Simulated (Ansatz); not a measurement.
Write the native input for Ansatz 0.2.0 that does the following.

* Task: relaxation of cell and atoms
* Functional: PBEsol
* Potentials or basis: Ansatz PAW
* Cutoff: 420 eV (not typed: the program's choice for these potentials)
* k mesh: 9 × 9 × 5
* Occupations: fermi-dirac, width 0.05 eV
* Spin: no spin polarisation

The system is Zr.

```
CELL_PARAMETERS angstrom
3.23200 0.00000 0.00000
-1.61600 2.79899 0.00000
0.00000 0.00000 5.14700
ATOMIC_POSITIONS crystal
Zr 0.66667 0.33333 0.75000
Zr 0.33333 0.66667 0.25000
```

One way to write it, as run:

input.yaml

```yaml
crystal:
  lattice:
    - [3.232, 0.0, 0.0]
    - [-1.616, 2.798994105, 0.0]
    - [0.0, 0.0, 5.147]
  atoms:
    - { symbol: Zr, position: [0.6666666667, 0.3333333333, 0.75] }
    - { symbol: Zr, position: [0.3333333333, 0.6666666667, 0.25] }
hamiltonian:
  xc: pbesol
  pseudopotentials: { kind: paw }
kpoints:
  mp_grid: { grid: [9, 9, 5] }
scf:
  occupations: { method: fermi_dirac, width: 0.05 }
output:
  forces: true
  stress: true
relax:
  f_tol: 0.01
  max_steps: 40
  cell: { stress_tol: 0.05 }
```

Potentials or basis: Ansatz PAW.

Command:

```console
$ ansatz run input.yaml --threads 2 --pin off --max-ram 5632MiB --backend cpu --events-out ev --progress --plain --runs-dir out
```

Results of the run:

* Relaxed volume: 22.47 Å³/atom
* Relaxed cell: a = 3.182 Å, b = 3.182 Å, c = 5.125 Å, α = 90.00°, β = 90.00°, γ = 120.00°
* Space group after relaxing (to 0.05 Å): P6_3/mmc (No. 194)
* Energy gained by relaxing: 9.0 meV/atom
* Ionic steps: 5
* Pressure after relaxing: 0.0 GPa

Caveat: the plane-wave basis is chosen anew once the cell has moved, so the energies of steps on either side of that aren't comparable; the PAW data sets come from PBE, with cores solved anew for the run's functional, which leaves a small shift of forces and pressure.

Wall time 8.1 s on 2 threads of Intel(R) Xeon(R) Processor @ 2.50GHz (Skylake/Cascade Lake) (shared host), peak memory 0.36 GiB.
